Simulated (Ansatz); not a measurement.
# Zn, omega (AlB2-type): how the functional moves the structure

All rows: Ansatz, plane waves with scalar-relativistic PAW, 420 eV (500 eV for the SCAN forms), relaxed under each functional, no dispersion correction, no zero-point motion. B₀ comes from uniform scaling at fixed shape; a dash is a value not given.

```
functional  V (Å³/atom)                                    cell  B₀ (GPa)     magnetic state  ΔE to hcp (meV/atom)
       PBE        15.59  a = 4.484 Å, c = 2.686 Å (c/a = 0.599)        63  spin not included                    97
    r²SCAN        14.65  a = 4.353 Å, c = 2.678 Å (c/a = 0.615)        82  spin not included                   115
    PBEsol        14.51  a = 4.352 Å, c = 2.654 Å (c/a = 0.610)        81  spin not included                   107
       LDA        13.87  a = 4.289 Å, c = 2.612 Å (c/a = 0.609)        94  spin not included                   115
      RPBE        16.36  a = 4.556 Å, c = 2.731 Å (c/a = 0.599)        52  spin not included                    89
      BLYP        17.67  a = 4.775 Å, c = 2.685 Å (c/a = 0.562)        34  spin not included                    99
```

Problem. What does revPBE give?

Solution. V (Å³/atom): 16.14; cell: a = 4.538 Å, c = 2.715 Å (c/a = 0.598); B₀ (GPa): 55; magnetic state: spin not included; ΔE to hcp (meV/atom): 91.
